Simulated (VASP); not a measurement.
Crystal: KMgF3.

```
K Mg F
1.0
     3.97847    0.00000    0.00000
     0.00000    3.97847    0.00000
     0.00000    0.00000    3.97847
K Mg F
1 1 3
Direct
  0.50000 0.50000 0.50000
  0.00000 0.00000 0.00000
  0.00000 0.50000 0.00000
  0.00000 0.00000 0.50000
  0.50000 0.00000 0.00000
```

The cell is a database's computed one.

| Quantity | Value |
| --- | --- |
| Program | VASP 6.6.1 |
| Task | relaxation of cell and atoms |
| Functional | PBE |
| Potentials or basis | VASP PAW PBE potentials, release 64 (K_sv, Mg, F) |
| Cutoff | 600 eV |
| k mesh | 6 × 6 × 6 |
| Occupations | gaussian, width 0.02 eV |
| Spin | no spin polarisation |

At the start: pressure 3.7 GPa; volume 12.59 Å³/atom.

Problem. How do energy, volume and symmetry change on relaxing?

Solution. Over 4 steps the energy falls by 7.1 meV/atom and the volume is 13.24 Å³/atom (+5.1 %); space group Pm-3m (No. 221, to 0.05 Å).

Step by step:
```csv
step,energy change (eV),largest force (eV/Å),pressure (GPa),volume (Å³)
1,0.0000,0.0000,3.71,62.97
2,-0.0346,0.0000,0.58,65.66
3,-0.0353,0.0000,-0.12,66.30
4,-0.0354,0.0000,-0.01,66.18
```

Final structure:
```cif
data_structure
_symmetry_space_group_name_H-M 'P 1'
_symmetry_Int_Tables_number 1
_cell_length_a 4.0450
_cell_length_b 4.0450
_cell_length_c 4.0450
_cell_angle_alpha 90.000
_cell_angle_beta 90.000
_cell_angle_gamma 90.000
_cell_volume 66.18
loop_
_atom_site_label
_atom_site_type_symbol
_atom_site_fract_x
_atom_site_fract_y
_atom_site_fract_z
_atom_site_occupancy
K1 K 0.50000 0.50000 0.50000 1
Mg1 Mg 0.00000 0.00000 0.00000 1
F1 F 0.00000 0.50000 0.00000 1
F2 F 0.00000 0.00000 0.50000 1
F3 F 0.50000 0.00000 0.00000 1
```
